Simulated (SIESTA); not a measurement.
Here is a SIESTA 5.4.2 calculation.

The input Ag.fdf:

```
SystemName                      Silver
SystemLabel                     Ag
NumberOfSpecies                 1
NumberOfAtoms                   1
%block ChemicalSpeciesLabel
  1  47 Ag
%endblock ChemicalSpeciesLabel

LatticeConstant                 1.0 Ang
%block LatticeVectors
     0.0000000000     2.0427500000     2.0427500000
     2.0427500000     0.0000000000     2.0427500000
     2.0427500000     2.0427500000     0.0000000000
%endblock LatticeVectors
AtomicCoordinatesFormat         Fractional
%block AtomicCoordinatesAndAtomicSpecies
     0.0000000000     0.0000000000     0.0000000000  1  Ag
%endblock AtomicCoordinatesAndAtomicSpecies

%block kgrid.MonkhorstPack
   11   0   0  0.0
    0  11   0  0.0
    0   0  11  0.0
%endblock kgrid.MonkhorstPack
XC.Functional                   GGA
XC.Authors                      BLYP
PAO.BasisSize                   DZP
PAO.EnergyShift                 0.003 Ry
Mesh.Cutoff                     800 Ry
OccupationFunction              FD
ElectronicTemperature           0.05 eV
MaxSCFIterations                120
SCF.MustConverge                false
SCF.Mixer.Method                Pulay
SCF.Mixer.Weight                0.25
SCF.Mixer.History               8
SCF.DM.Tolerance                5.0e-05
SCF.H.Tolerance                 1.0e-03 eV
WriteForces                     true
Charge.Mulliken                 end
BandLinesScale                  ReciprocalLatticeVectors
%block BandLines
    1    0.000000   0.000000   0.000000  \Gamma
   12    0.500000   0.000000   0.500000  X
    6    0.500000   0.250000   0.750000  W
    4    0.375000   0.375000   0.750000  K
   13    0.000000   0.000000   0.000000  \Gamma
   11    0.500000   0.500000   0.500000  L
    8    0.625000   0.250000   0.625000  U
    4    0.500000   0.250000   0.750000  W
    9    0.500000   0.500000   0.500000  L
    8    0.375000   0.375000   0.750000  K
    1    0.625000   0.250000   0.625000  U
    4    0.500000   0.000000   0.500000  X
%endblock BandLines
%block PAO.Basis
  Ag 5
  n=4 0 2
    2.721 0.000
  n=5 0 2
    7.842 0.000
  n=4 1 2
    3.107 0.000
  n=5 1 1
    7.842
  n=4 2 2
    5.191 0.000
%endblock PAO.Basis
```

Potentials or basis: PseudoDojo 0.4 standard (PBE files), DZP (energy shift 0.003 Ry; two zetas on semicore shells).

The run is started by

```bash
$ siesta Ag.fdf > Ag.out 2>&1
```

(1) Predict the pressure.

(2) Predict the band gap on the k mesh.

## Answers

(1) 11.8 GPa.

(2) none (metal or under the smearing width).

Caveat: short orbitals over semicore shells can move pressures by several GPa; the potentials were made for another functional, which shifts forces and pressure; the basis of atomic orbitals isn't converged, which shifts pressures, moduli and gaps.
